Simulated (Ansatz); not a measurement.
Runs of Ansatz 0.2.0 on CoO. It takes space group I4/mmm (No. 139, tetragonal). The conventional cell has a = 3.016 Å, b = 3.016 Å, c = 4.215 Å, α = 90.00°, β = 90.00°, γ = 90.00°. Co (site symmetry 4/mmm) is surrounded by 6 O at 2.11 to 2.13 Å. Around O (site symmetry 4/mmm) lie 6 Co at 2.11 to 2.13 Å. 

```tsv
level	U	hubbard projectors	double counting	gap on the mesh (eV)	pressure (GPa)	moment (μB)	relaxed volume (Å³/atom)
PBE+U	Co d U = 1 eV	ortho-atomic (the default)	fll (the default)	none	0.0	2.99	9.92
PBE	-	-	-	none	0.0	(a)	9.58
PBE+U	Co d U = 3 eV	ortho-atomic (the default)	fll (the default)	1.13	0.0	3.00	(b)
PBE+U	Co d U = 2 eV	ortho-atomic (the default)	fll (the default)	0.66	0.0	3.00	10.02
PBE+U	Co d U = 4 eV	ortho-atomic (the default)	fll (the default)	1.23	0.0	3.00	10.17
```

Alike in all rows: task relaxation of cell and atoms; potentials or basis Ansatz PAW; spin collinear, ferromagnetic start; cell relaxed; k mesh 12 × 12 × 12; cutoff (eV) 420; smearing fermi-dirac 0.05 eV.

Q: Estimate the missing entries.

A: (a) 2.92; (b) 10.10.

Caveats: the plane-wave basis is chosen anew once the cell has moved, so the energies of steps on either side of that aren't comparable; a cell with one magnetic atom can't hold antiferromagnetic order, which such compounds often take; the magnetic or orbital state may not be the lowest (some runs); semilocal functionals often make such compounds metallic where correlation or magnetic order opens a gap, which also shifts bond lengths (some runs).

A k mesh can miss the band edges.

A gap of «none» marks a metal or a gap under the smearing width.
